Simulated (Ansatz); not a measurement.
The system is Si.

```
CELL_PARAMETERS angstrom
-1.62691 1.62691 1.32033
1.62691 -1.62691 1.32033
1.62691 1.62691 -1.32033
ATOMIC_POSITIONS crystal
Si 0.00000 0.00000 0.00000
```

This isn't the form of Si at room conditions, which is diamond.

- Program: Ansatz 0.2.0
- Task: relaxation of cell and atoms
- Functional: B3LYP
- Potentials or basis: Ansatz PAW
- Cutoff: 420 eV (not typed: the program's choice for these potentials)
- k mesh: 7 × 7 × 7
- Occupations: fermi-dirac, width 0.05 eV
- Spin: no spin polarisation

At the start: volume 13.98 Å³/atom.

How do energy, volume and symmetry change on relaxing?

It ends after 9 steps and the volume is 15.45 Å³/atom (+10.5 %); space group I4/mmm (No. 139, to 0.05 Å).

Step by step:
```
step  energy change (eV)  largest force (eV/Å)  volume (Å³)
   1              0.0000                0.0000        13.98
   2             -0.0385                0.0000        14.90
   3             -0.0509                0.0000        15.43
   4             -0.0513                0.0000        15.46
   5             -0.0513                0.0000        15.44
   6             -0.0513                0.0000        15.43
   7             -0.0521                0.0000        15.43
   8             -0.0521                0.0000        15.45
   9             -0.0521                0.0000        15.45
```

Final structure:
```
Si
1.0
    -1.70884    1.70884    1.32262
     1.70884   -1.70884    1.32262
     1.70884    1.70884   -1.32262
Si
1
Direct
  0.00000 0.00000 0.00000
```

Caveat: the k mesh is coarse (spacing up to 0.44 Å⁻¹), so the values aren't converged, least of all with exact exchange; the plane-wave basis is chosen anew once the cell has moved, so the energies of steps on either side of that aren't comparable; the PAW data sets come from PBE, with cores solved anew for the run's functional, which leaves a small shift of forces and pressure.
